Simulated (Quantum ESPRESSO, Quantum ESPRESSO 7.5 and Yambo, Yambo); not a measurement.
## InP (F-43m): G0W0 with Yambo, start to end

Wanted: ground state, empty states, screening and self-energy for InP (F-43m).

Method: PBE and many-body steps on it, plane waves, in Quantum ESPRESSO 7.5 and Yambo 5.3.0.

Most raw output is cut from this account.

## 1. Starting point

Symmetry: F-43m, No. 216, cubic system. The conventional cell has a = 5.869 Å, b = 5.869 Å, c = 5.869 Å, α = 90.00°, β = 90.00°, γ = 90.00°. In has 4 P at 2.54 Å nearest. P has 4 In at 2.54 Å nearest. Farther neighbours are not listed.

The cell and positions come from the Crystallography Open Database and are kept as given unless a step says otherwise.

## 2. Ground state

This step: Quantum ESPRESSO 7.5; DFT, PBE, plane waves, norm-conserving pseudopotentials.

The ground-state density comes first.

Input file pw.in:

```
&control
  calculation = 'scf'
  prefix = 'x'
  outdir = 'o'
  pseudo_dir = 'pseudo'
/
&system
  ibrav = 0
  nat = 2
  ntyp = 2
  ecutwfc = 80.0
  nbnd = 18
  force_symmorphic = .true.
/
&electrons
  conv_thr = 1e-10
  electron_maxstep = 80
  mixing_beta = 0.5
/
ATOMIC_SPECIES
  In 114.82 In.upf
  P 30.974 P.upf
CELL_PARAMETERS angstrom
  -0.0000000000 2.9343500000 2.9343500000
  2.9343500000 -0.0000000000 2.9343500000
  2.9343500000 2.9343500000 -0.0000000000
ATOMIC_POSITIONS crystal
  In 0.0000000000 0.0000000000 0.0000000000
  P 0.2500000000 0.2500000000 0.2500000000
K_POINTS automatic
  6 6 6 0 0 0
```

Started as:

```bash
> OMP_NUM_THREADS=1 mpirun -n 8 pw.x -nk 8 -in pw.in > pw.out
```

The job ended after 3.3 s (8 MPI ranks of Arm Neoverse V2, shared host; peak memory 0.5 GiB).

This step gave:

```
total energy               : -5616.0446 eV
gap                        : 0.6864 eV
k of the valence top       : 0, 0, 0
k of the conduction bottom : 0, 0, 0
least direct gap           : 0.6864 eV
```

The gap is direct, at Γ.

## 3. Bands along the symmetry lines

Levels along a band path, at the cheap level, show where the edges lie and whether the meshes to come will hold them.

Input file pw.in:

```
&control
  calculation = 'bands'
  prefix = 'x'
  outdir = 'o'
  pseudo_dir = 'pseudo'
/
&system
  ibrav = 0
  nat = 2
  ntyp = 2
  ecutwfc = 80.0
  nbnd = 19
  force_symmorphic = .true.
/
&electrons
  conv_thr = 1e-9
  electron_maxstep = 80
  diago_full_acc = .true.
  diago_thr_init = 5e-6
/
ATOMIC_SPECIES
  In 114.82 In.upf
  P 30.974 P.upf
CELL_PARAMETERS angstrom
  -0.0000000000 2.9343500000 2.9343500000
  2.9343500000 -0.0000000000 2.9343500000
  2.9343500000 2.9343500000 -0.0000000000
ATOMIC_POSITIONS crystal
  In 0.0000000000 0.0000000000 0.0000000000
  P 0.2500000000 0.2500000000 0.2500000000
K_POINTS crystal
  50
  0.00000000 0.00000000 0.00000000 1
  -0.06250000 -0.06250000 0.00000000 1
  -0.12500000 -0.12500000 0.00000000 1
  -0.18750000 -0.18750000 0.00000000 1
  -0.25000000 -0.25000000 0.00000000 1
  -0.31250000 -0.31250000 0.00000000 1
  -0.37500000 -0.37500000 0.00000000 1
  -0.43750000 -0.43750000 0.00000000 1
  -0.50000000 -0.50000000 0.00000000 1
  -0.48437500 -0.48437500 0.03125000 1
  -0.46875000 -0.46875000 0.06250000 1
  -0.45312500 -0.45312500 0.09375000 1
  -0.43750000 -0.43750000 0.12500000 1
  -0.42187500 -0.42187500 0.15625000 1
  -0.40625000 -0.40625000 0.18750000 1
  -0.39062500 -0.39062500 0.21875000 1
  -0.37500000 -0.37500000 0.25000000 1
  -0.37500000 0.00000000 0.37500000 1
  -0.32812500 0.00000000 0.32812500 1
  -0.28125000 0.00000000 0.28125000 1
  -0.23437500 0.00000000 0.23437500 1
  -0.18750000 0.00000000 0.18750000 1
  -0.14062500 0.00000000 0.14062500 1
  -0.09375000 0.00000000 0.09375000 1
  -0.04687500 0.00000000 0.04687500 1
  0.00000000 0.00000000 0.00000000 1
  0.00000000 0.00000000 0.06250000 1
  0.00000000 0.00000000 0.12500000 1
  0.00000000 0.00000000 0.18750000 1
  0.00000000 0.00000000 0.25000000 1
  0.00000000 0.00000000 0.31250000 1
  0.00000000 0.00000000 0.37500000 1
  0.00000000 0.00000000 0.43750000 1
  -0.00000000 -0.00000000 0.50000000 1
  -0.06250000 -0.03125000 0.46875000 1
  -0.12500000 -0.06250000 0.43750000 1
  -0.18750000 -0.09375000 0.40625000 1
  -0.25000000 -0.12500000 0.37500000 1
  -0.31250000 -0.15625000 0.34375000 1
  -0.37500000 -0.18750000 0.31250000 1
  -0.43750000 -0.21875000 0.28125000 1
  -0.50000000 -0.25000000 0.25000000 1
  -0.50000000 -0.28125000 0.21875000 1
  -0.50000000 -0.31250000 0.18750000 1
  -0.50000000 -0.34375000 0.15625000 1
  -0.50000000 -0.37500000 0.12500000 1
  -0.50000000 -0.40625000 0.09375000 1
  -0.50000000 -0.43750000 0.06250000 1
  -0.50000000 -0.46875000 0.03125000 1
  -0.50000000 -0.50000000 0.00000000 1
```

Elapsed: 3 s, on 8 MPI ranks; peak memory 0.46 GiB; 23 s of CPU time.

This step gave:

| Quantity | Value |
| --- | --- |
| gap | 0.6864 eV |
| k of the valence top | 0, 0, 0 |
| k of the conduction bottom | 0, 0, 0 |
| least direct gap | 0.6864 eV |

The gap is 0.686 eV, as in the run before at this level.

The electronic bands at the labelled points (eV, zero at the top of the highest filled band):

| point | band 10 | band 11 | band 12 | band 13 | band 14 | band 15 | band 16 | band 17 |
| --- | --- | --- | --- | --- | --- | --- | --- | --- |
| Γ | -11.49 | 0.00 | 0.00 | 0.00 | 0.69 | 4.09 | 4.09 | 4.09 |
| halfway | -10.60 | -3.33 | -1.40 | -1.40 | 2.49 | 3.12 | 6.37 | 6.37 |
| X | -9.13 | -5.73 | -2.31 | -2.31 | 1.77 | 2.27 | 9.20 | 9.56 |
| halfway | -9.12 | -5.70 | -2.73 | -2.21 | 2.04 | 2.87 | 8.38 | 8.70 |
| U | -9.14 | -5.59 | -3.29 | -1.93 | 2.36 | 4.38 | 7.50 | 7.53 |
| jump to K | -9.14 | -5.59 | -3.29 | -1.93 | 2.36 | 4.38 | 7.50 | 7.53 |
| halfway | -10.51 | -3.79 | -2.00 | -0.57 | 2.82 | 4.69 | 4.99 | 5.21 |
| Γ | -11.49 | 0.00 | 0.00 | 0.00 | 0.69 | 4.09 | 4.09 | 4.09 |
| halfway | -10.82 | -3.44 | -0.55 | -0.55 | 1.78 | 4.79 | 4.79 | 5.32 |
| L | -9.78 | -5.71 | -0.96 | -0.96 | 1.49 | 4.80 | 4.80 | 7.11 |
| halfway | -9.47 | -5.53 | -2.68 | -1.62 | 3.16 | 4.19 | 5.87 | 7.21 |
| W | -9.06 | -5.58 | -2.94 | -2.89 | 4.29 | 4.37 | 5.56 | 6.21 |
| halfway | -9.09 | -5.66 | -2.64 | -2.63 | 2.69 | 3.10 | 7.65 | 7.73 |
| X | -9.13 | -5.73 | -2.31 | -2.31 | 1.77 | 2.27 | 9.20 | 9.56 |

## 4. Empty states on the mesh, 4×4×4 mesh, 127 bands

The sums over transitions need many empty states on a uniform mesh; this step solves for them.

Input file pw.in:

```
&control
  calculation = 'nscf'
  prefix = 'x'
  outdir = 'o'
  pseudo_dir = 'pseudo'
/
&system
  ibrav = 0
  nat = 2
  ntyp = 2
  ecutwfc = 80.0
  nbnd = 127
  force_symmorphic = .true.
/
&electrons
  conv_thr = 1e-9
  electron_maxstep = 80
  diago_full_acc = .true.
  diago_thr_init = 5e-6
/
ATOMIC_SPECIES
  In 114.82 In.upf
  P 30.974 P.upf
CELL_PARAMETERS angstrom
  -0.0000000000 2.9343500000 2.9343500000
  2.9343500000 -0.0000000000 2.9343500000
  2.9343500000 2.9343500000 -0.0000000000
ATOMIC_POSITIONS crystal
  In 0.0000000000 0.0000000000 0.0000000000
  P 0.2500000000 0.2500000000 0.2500000000
K_POINTS automatic
  4 4 4 0 0 0
```

Started as:

```bash
> OMP_NUM_THREADS=1 mpirun -n 8 pw.x -nk 4 -in pw.in > pw.out
```

Wall time 5.1 s (8 MPI ranks); peak memory 0.54 GiB.

This step gave:

* gap: 0.6864 eV
* k of the valence top: 0, 0, 0
* k of the conduction bottom: 0, 0, 0
* least direct gap: 0.6864 eV
* k points computed: 8
* lowest point of the top converged band, above the valence top: 89.0312 eV

On this mesh the gap is 0.686 eV.

## 5. Conversion and set-up

This step: Yambo 5.3.0; conversion and set-up on PBE, plane waves, norm-conserving pseudopotentials.

The states are converted to the many-body program's format and the q mesh is built.

Started as:

```bash
> (cd o/x.save; p2y > p2y.log; mv SAVE ../..); yambo > setup.log
```

Wall time 2.4 s (1 MPI rank); peak memory 0.25 GiB.

## 6. Screening and self-energy, 4×4×4 mesh, 127 bands, screening to 163.3 eV

Now the one-shot GW correction: screening in the RPA, then the self-energy of the levels asked for.

This step: G0W0 on PBE, plane waves, norm-conserving pseudopotentials.

Input file gw1.in:

```
HF_and_locXC
gw0
dyson
ppa
em1d
rim_cut
RandQpts= 1000000
RandGvec= 1 RL
EXXRLvcs= 80 Ry
VXCRLvcs= 320 Ry
Chimod= "HARTREE"
% BndsRnXp
 1 | 127 |
%
NGsBlkXp= 12 Ry
% LongDrXp
 1 | 1 | 1 |
%
% GbndRnge
 1 | 127 |
%
DysSolver= "n"
ExtendOut
PPAPntXp= 27.21138 eV
% QPkrange
 1 | 1 | 12 | 15 |
%
```

Started as:

```bash
> OMP_NUM_THREADS=1 mpirun -n 8 yambo -F gw1.in -J gw1 -C gw1 > gw1.log
```

Run time: 43 s. Hardware: 8 MPI ranks; peak memory 3.1 GiB.

Numbers from this step:

```
G0W0 gap on the points computed              : 1.374 eV
starting gap on the mesh                     : 0.6864 eV
k of the valence top                         : 0, 0, 0
k of the conduction bottom                   : 0, 0, 0
least direct G0W0 gap on the computed points : 1.374 eV
Z at the valence top                         : 0.7805
Z at the conduction bottom                   : 0.7941
```

The gap on the mesh goes from 0.69 eV to 1.37 eV, a correction of +0.69 eV.

Limits: finite bands, cutoff and mesh; no spin-orbit coupling; coarse k mesh. v1 is the top filled band, c1 the lowest empty one. The levels before and after the correction (eV, zero at the valence-band top of each column):

|  | conduction bottom | valence top |
| --- | --- | --- |
| Kohn-Sham | 0.69 | 0.00 |
| G0W0 | 1.37 | 0.00 |

|  | level | energy (eV) |
| --- | --- | --- |
| Kohn-Sham | Γ v2-v1 | 0.000 |
| Kohn-Sham | Γ c1 | 0.686 |
| Kohn-Sham | Γ c2 | 4.089 |
| G0W0 | Γ v2-v1 | 0.000 |
| G0W0 | Γ c1 | 1.374 |
| G0W0 | Γ c2 | 4.869 |

## 7. Where the time went

Times are wall times on the hardware named with each run, good to a factor of about two.

| step | time | share | memory (GiB) |
| --- | --- | --- | --- |
| ground state | 3.3 s | 6 % | 0.5 |
| bands along the symmetry lines | 3 s | 5 % | 0.46 |
| empty states on the mesh | 5.1 s | 9 % | 0.54 |
| conversion and set-up | 2.4 s | 4 % | 0.25 |
| screening and self-energy | 43 s | 76 % | 3.1 |

## 8. Outcome

- PBE gap: 0.69 eV, direct
- G0W0 gap on the mesh: 1.37 eV
- GW settings: 4×4×4 mesh, 127 bands, screening to 163.3 eV, Godby-Needs plasmon pole
- known limits: not at the basis limit; no spin-orbit coupling; coarse k mesh

In words: G0W0 moves the gap on the mesh from 0.69 eV to 1.37 eV (+0.69 eV), with Z of 0.78 and 0.79 at the edges. Only 1 of the mesh's irreducible points was corrected, so a valley elsewhere could overtake. The dearest step here is «screening and self-energy». Bands and cutoff are finite, so the gap is not at the basis limit. The miss can reach some tenths of an eV and take either sign; the mesh is an error of its own. In the G0W0 run levels were corrected at 1 k point alone, so a gap called «on the mesh» is the least over those, and an edge elsewhere would be missed. The 4×4×4 mesh is coarse for this cell, which bears on the long-range parts of exchange and screening. The many-body steps are scalar-relativistic: spin-orbit coupling is not in them.

[Paths, hosts, dates, memory and timing lines, banners, echoed tables and standing remarks are left out of the program output.]

[Logs are printed without paths, hosts, clocks, repeated set-up lines and the standing remarks that a program may print on its own settings, such as how far it seeks lower states.]

[Runs of the session that timed out or met a known fault of the program may be left out.]

[Hosts, paths, dates, database ids (printed as entryN), source tags and the programs' standing remarks are cut or masked in the printed files.]
